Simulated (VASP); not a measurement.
Write the native input for VASP 6.6.1 that does the following.

- Task: relaxation of cell and atoms
- Functional: PBE
- Dispersion: TS
- Potentials or basis: VASP PAW PBE potentials, release 64 (B)
- Cutoff: 600 eV
- k mesh: 14 × 14 × 14
- Occupations: fermi-dirac, width 0.05 eV
- Spin: no spin polarisation
- Further INCAR settings: ALGO = Normal; EDIFF = 1e-06; IBRION = 2; EDIFFG = -0.005; NSW = 40; ISIF = 3

The structure of B lies in POSCAR:

```
B
1.0
    1.8852400000      0.0000000000      0.0000000000
    0.0000000000      1.8852400000      0.0000000000
    0.0000000000      0.0000000000      1.8852400000
B
1
Direct
    0.5000000000      0.5000000000      0.5000000000
```

The cell was built by a generator and needn't be a form met in nature.

The input as run:

INCAR

```
SYSTEM = B
  PREC = Accurate
  ENCUT = 600
  EDIFF = 1E-6
  ISMEAR = -1
  SIGMA = 0.05
  LREAL = .False.
  LASPH = .True.
  NELM = 80
  ALGO = Normal
  ISIF = 3
  LWAVE = .False.
  LCHARG = .False.
  GGA = PE
  IVDW = 2
  IBRION = 2
  NSW = 40
  EDIFFG = -0.005
```

KPOINTS

```
regular mesh
0
Gamma
  14 14 14
  0 0 0
```

Potentials or basis: VASP PAW PBE potentials, release 64 (B).

Run with:

```sh
$ cat potpaw_PBE.64/B/POTCAR > POTCAR
$ mpirun -np 1 vasp_std > vasp.out
```

It gave:

```json
{
  "Relaxed volume": "6.43 Å³/atom",
  "Relaxed cell": "a = 1.860 Å, b = 1.860 Å, c = 1.860 Å, α = 90.00°, β = 90.00°, γ = 90.00°",
  "Space group after relaxing (to 0.05 Å)": "Pm-3m (No. 221)",
  "Energy gained by relaxing": "8.2 meV/atom",
  "Ionic steps": "4",
  "Pressure after relaxing": "0.0 GPa",
  "Band gap on the k mesh": "none (metal or under the smearing width)",
  "Dispersion energy per atom": "-0.362 eV"
}
```

Caveat: atom-pairwise D2, TS and ULG terms overbind metals; pairwise dispersion overbinds metals, which lowers pressure and volume.

It used 7.9 s of CPU time on 1 thread of AMD EPYC 7R13 Processor (Zen 3) (shared host), which was overloaded at the time.
